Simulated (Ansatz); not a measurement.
Squeezing and stretching Si

Reference cell: a structure deposited in the COD whose atoms were relaxed with PBE, the cell held.

Space group Ia-3 (No. 206); a = 6.6360 Å.

```
site  Wyckoff  site symmetry       x       y       z
  Si      16c            .3.  0.1017  0.1017  0.1017
```

One atom of each set is listed; the run and its k-mesh use a cell of 8 atoms with edges of 5.75, 5.75, 5.75 Å.

Computed with Ansatz: DFT, PBE, plane waves and PAW, scalar-relativistic, 420 eV cutoff, Γ-centred 10×10×10 k-points, Fermi–Dirac smearing 0.05 eV.

The cell is scaled uniformly, and the ions relax again at each size.

```
V/V₀  pressure (GPa)
0.94             7.0
0.96             4.8
0.98             2.7
1.00             0.9
1.02               ?
1.04            -2.3
1.06            -3.6
```

Task: Estimate the row at V/V₀ = 1.02 and the bulk modulus.

Result: pressure (GPa): -0.8. Worked: a parabola in ln(V/V₀) through the other 6 rows gives -0.8 GPa there. It crosses zero pressure at V/V₀ = 1.011, the equilibrium volume of this functional, where the bulk modulus is B = −dP/d ln V = 84 GPa.
